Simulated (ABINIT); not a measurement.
Here is an ABINIT 10.8.3 (patched build) calculation.

File run.abi:

```
# Pseudopotentials
pp_dirpath "./"
pseudos "Te.upf"

# Structure
acell 5.9605561406 5.9605561406 5.9605561406
rprim
     0.7310605881     0.4220780273     0.5360975242
    -0.7310605881     0.4220780273     0.5360975242
     0.0000000000    -0.8441560546     0.5360975242
ntypat 1
znucl 52
natom 1
typat 1
chkprim 0
chksymtnons 0
tolsym 1.0e-6
xred
            1/2            1/2            1/2

# Plane-wave basis
ecut 40.0
ecutsm 0.5

# k points
kptopt 1
ngkpt 7 7 7
nshiftk 1
shiftk 0.0 0.0 0.0

# Exchange and correlation
ixc 7

# Bands and occupations
nband 12
occopt 3
tsmear 0.05 eV

# SCF cycle
nstep 80
tolvrs 1.0e-12

# Output
iomode 3
prteig 0
prtebands 0
prtwf 0
prtden 0

# Relaxation
ionmov 2
optcell 2
ntime 50
tolmxf 2.0e-5
dilatmx 1.08
```

Potentials or basis: PseudoDojo NC SR LDA v0.4.1 standard.

Run with:

```console
$ mpirun --bind-to none -np 4 abinit run.abi > log 2>&1
```

Predict the band gap on the k mesh.

none (metal or under the smearing width).

What does it give for the relaxed cell?

a = 3.130 Å, b = 3.130 Å, c = 3.130 Å, α = 93.03°, β = 93.03°, γ = 93.03°.

Predict the relaxed volume.

30.52 Å³/atom.

What does it give for the space group after relaxing (to 0.05 Å)?

R-3m (No. 166).

The path:
```csv
step,energy change (eV),largest force (eV/Å),pressure (GPa),volume (Å³)
1,0.0000,0.0000,-1.35,31.15
2,-0.0011,0.0000,-1.12,31.02
3,-0.0035,0.0000,0.12,30.39
4,-0.0035,0.0000,0.08,30.42
5,-0.0039,0.0000,-0.16,30.56
6,-0.0041,0.0000,-0.21,30.61
7,-0.0042,0.0000,-0.10,30.57
8,-0.0042,0.0000,-0.01,30.53
9,-0.0042,0.0000,0.00,30.52
```

The run has no spin-orbit coupling, so splittings on Te are missing.
